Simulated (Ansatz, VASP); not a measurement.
# Mg in VASP and in Ansatz

```
CELL_PARAMETERS angstrom
2.96226 0.00000 0.00000
0.00000 2.96226 0.00000
0.00000 0.00000 2.96226
ATOMIC_POSITIONS crystal
Mg 0.00000 0.00000 0.00000
```

Alike in both runs: task single point; functional BLYP; k mesh 11 × 11 × 11; occupations fermi-dirac, width 0.1 eV; no spin polarisation.

```csv
,VASP,Ansatz
version,VASP 6.6.1,Ansatz 0.2.0
potentials or method,"VASP PAW PBE potentials, release 64 (Mg)","plane waves (420 eV) with PAW, scalar-relativistic"
plane-wave cutoff (eV),520,420
valence electrons in the cell,2,10
```

```csv
,VASP,Ansatz,Ansatz less VASP
pressure (GPa),2.9,2.9,-0.01
```

With one functional, cell and mesh, what is left measures potentials, basis and numerics. The two sets of potentials don't hold the same shells in valence.

Caveats: the PAW data sets were made with another functional, which shifts forces and pressure a little (VASP).
